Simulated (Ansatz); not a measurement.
# Does disorder add resistance in series? Re(0001) layers with 25 % Pd

Two lengths of the disordered region are known. What area resistance does the third give?

How it was computed: Ansatz 0.2.0, plane waves with PAW datasets at their recommended cutoffs (420 eV for most), Fermi-Dirac smearing; ballistic transmission by layer matching. The area resistance is RA = A (h/2e²)(1/T − 1/N), with T the zone-mean transmission per spin and N the lead's channels, both averaged over a few energies near the Fermi level; for magnets each spin is taken apart, with h/e², and the two conduct in parallel. Lateral cell 2x2, PBE, a fresh random draw for each length.

Results; the value marked ? is to be predicted:

| length (Å) | channels N | RA (fΩ m²) |
| --- | --- | --- |
| 4.46 | 5.240 | 0.366 |
| 13.4 | 5.247 | 0.951 |
| 22.3 | 5.260 | ? |

**Estimate by hand.**

Ohm's law makes RA linear in the length: the slope is (0.951 − 0.366)/(13.4 − 4.46) = 0.0656 fΩ m² per Å, or 66 µΩ cm. Then 0.951 + 0.0656 × 8.92. Predicted: 1.54 fΩ m².

Check against the run:

1.30 fΩ m², so the prediction is 18 % too high. The three lengths together give 52 µΩ cm. Single draws scatter; these runs don't part the causes of the miss, and leave the question open.

**Limits.** The scatterers repeat sideways with the small cell. The slope is a raw one; a model of isotropic scattering puts it 1.01 times the bulk value over these lengths. Atoms sit unrelaxed on the host's lattice, and the pair may not mix at random in practice. Spin-orbit coupling is left out, which matters for Re.
